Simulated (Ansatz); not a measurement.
Relaxed LiI (rock salt):

```
LiI
1.0
    0.00000     3.00909     3.00909
    3.00909     0.00000     3.00909
    3.00909     3.00909     0.00000
I Li
1 1
Direct
  0.00000   0.00000   0.00000
  0.50000   0.50000   0.50000
```

The atoms are displaced by Q × the pattern below (from a DFPT mode at Γ, largest move 1; Q in Å), at fixed cell. It is one choice among 3 degenerate patterns.

| atom | x | y | z |
|---|---|---|---|
| I1 | 0.000 | 0.000 | -0.055 |
| Li2 | 0.000 | 0.000 | 1.000 |

Computed with r2SCAN (plane waves to 500 eV, PAW, scalar-relativistic; Ansatz, an electronic-structure program). k mesh 10×10×10 (Γ-centred), Fermi-Dirac smearing 0.05 eV. Energies are smeared free energies. LiI was relaxed with its symmetry unable to fall. Spin-orbit coupling is left out, though I is heavy. ΔE is measured from the undisplaced structure.

```tsv
Q (Å)	ΔE (meV/cell)
-0.180	withheld
-0.150	5.3
-0.120	3.3
-0.090	1.8
-0.060	0.8
-0.030	0.2
0.000	0.0
0.030	0.2
0.060	0.8
0.090	1.8
0.120	3.3
0.150	5.3
0.180	withheld
```

Task: Fit an even polynomial form (powers 2, 4) to the given rows and predict ΔE at Q = 0.180.

Result: Least squares on the 11 given rows: ΔE = (216.8)·Q² + (836.2)·Q⁴, in meV/cell with Q in Å; root-mean-square residual 0.01 meV/cell. At 0.180 the fit gives 7.9 meV/cell; the calculation gives 8.0 meV/cell, so the extrapolation is off by -0.1 (-1.2 %). The quadratic term alone would give 7.0 meV/cell.

(For displaced atoms, the force is minus the slope of the energy, and its curvature is a force constant, which sets phonon frequencies.)
